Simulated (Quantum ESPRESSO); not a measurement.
# Co under changes of volume

One of the cells (10.688 Å³/atom); the others are scaled copies at fixed shape and fractional positions:

```
Co
1.0
     2.47056    0.00000    0.00000
    -1.23528    2.13957    0.00000
     0.00000    0.00000    8.08823
Co
4
Direct
  0.66667 0.33333 0.75000
  0.00000 0.00000 0.50000
  0.33333 0.66667 0.25000
  0.00000 0.00000 0.00000
```

```yaml
Program: Quantum ESPRESSO 7.5
Functional: LDA
Potentials_or_basis: GBRV 1.5 LDA
Cutoff: 762 eV
Density_cutoff: 6095 eV
k_mesh: 10 × 10 × 3
Occupations: fermi-dirac, width 0.05 eV
Spin: collinear spin, ferromagnetic start
Starting_moments: "[2.0, 2.0, 2.0, 2.0] μB"
```

```tsv
volume (Å³/atom)	energy over the lowest point (meV/atom)	pressure (GPa)	moment (μB per cell)
10.047	0.00	1.0	6.52
10.261	2.00	-4.5	6.59
10.475	11.04	-9.4	6.63
10.688	26.38	-13.8	6.66
10.902	47.27	-17.7	6.69
11.116	73.08	-21.2	6.71
11.330	?	?	?
```

Question: What does the run at 11.330 Å³/atom give?

Answer: Energy over the lowest point 103.29 meV/atom; pressure -24.3 GPa; moment 6.72 μB per cell.

Worked out: A Birch-Murnaghan fit of order 3 (a polynomial in V^(-2/3)) to the other rows has its minimum at 10.10 Å³/atom with B0 = V·E''(V) = 276 GPa and B' = 4.9 at fixed shape and positions, which overstates the stiffness. It gives 103.22 meV/atom at 11.330 Å³/atom, against the run's 103.29, and -dE/dV = -24.1 GPa, against -24.3. A parabola through the other rows of the moment, of slope 0.00156 μB per Å³/atom there, extrapolates to 6.71 μB, against the run's 6.72.

Energies are extrapolated to zero smearing.
